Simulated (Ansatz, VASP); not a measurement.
# Al2Cu: VASP beside Ansatz

Contents of INCAR:

```
SYSTEM = Al2Cu
  ALGO = Fast
  EDIFF = 1E-6
  EDIFFG = -0.04
  ENCUT = 600
  GGA = PE
  IBRION = 2
  ISIF = 3
  ISMEAR = 0
  LASPH = .TRUE.
  LCHARG = .FALSE.
  LREAL = .FALSE.
  LWAVE = .FALSE.
  NELM = 80
  NSW = 90
  PREC = Accurate
  SIGMA = 0.1
```

KPOINTS

```
k-points
0
G
  6 6 2
  0 0 0
```

File POSCAR:

```
Al2Cu
1.0
    2.7637371900      0.0000000000      0.0000000000
   -1.3818685900      2.3934666100      0.0000000000
    0.0000000000      0.0000000000     13.3083005200
Al Cu
4 2
Direct
    0.3333333300      0.6666666700      0.5000000000
    0.6666666700      0.3333333300      0.0000000000
    0.6666666700      0.3333333300      0.3333333300
    0.6666666700      0.3333333300      0.6666666700
    0.3333333300      0.6666666700      0.8333333300
    0.3333333300      0.6666666700      0.1666666700
```

Input for Ansatz:

```yaml
crystal:
  lattice:
    - [2.76373719, 0.0, 0.0]
    - [-1.38186859, 2.39346661, 0.0]
    - [0.0, 0.0, 13.30830052]
  atoms:
    - { symbol: Al, position: [0.33333333, 0.66666667, 0.5] }
    - { symbol: Al, position: [0.66666667, 0.33333333, 0.0] }
    - { symbol: Al, position: [0.66666667, 0.33333333, 0.33333333] }
    - { symbol: Al, position: [0.66666667, 0.33333333, 0.66666667] }
    - { symbol: Cu, position: [0.33333333, 0.66666667, 0.83333333] }
    - { symbol: Cu, position: [0.33333333, 0.66666667, 0.16666667] }
basis:
  ecutwfc: 420
kpoints:
  mp_grid: { grid: [6, 6, 2] }
hamiltonian:
  xc: pbe
scf:
  occupations: { method: gaussian, width: 0.1 }
  lower_state_search: "off"
output:
  forces: true
  stress: true
  eigenvalues: true
relax:
  adjacent_minimum: "off"
  f_tol: 0.04
  max_steps: 70
  cell: { stress_tol: 0.4 }
```

Alike in both runs: task relaxation of cell and atoms; functional PBE; k mesh 6 × 6 × 2; occupations gaussian, width 0.1 eV; no spin polarisation.

|  | VASP | Ansatz |
| --- | --- | --- |
| version | VASP 6.6.1 | Ansatz 0.2.0 |
| potentials or method | VASP PAW PBE potentials, release 64 (Al, Cu) | scalar-relativistic, plane waves, PAW |
| plane-wave cutoff (eV) | 600 | 420 |
| valence electrons in the cell | 34 | 50 |

Ansatz gave:

| Property | Result |
| --- | --- |
| gap on the k mesh at the Fermi level, each at its own relaxed structure (eV) | none |
| relaxed volume (Å³/atom) | 14.81 |
| relaxed cell length with the largest relative difference (Å) | 2.865 |
| energy change over the relaxation (meV/atom) | -59 |

Task: Which values does VASP return?

Result: gap on the k mesh at the Fermi level, each at its own relaxed structure (eV): none; relaxed volume (Å³/atom): 14.85; relaxed cell length with the largest relative difference (Å): 2.869; energy change over the relaxation (meV/atom): -58.

A gap of «none» marks a metal or a gap that the smearing closes. The two sets of potentials don't hold the same shells in valence.

Caveats: the k mesh is coarse (spacing up to 0.44 Å⁻¹), so the values aren't converged.
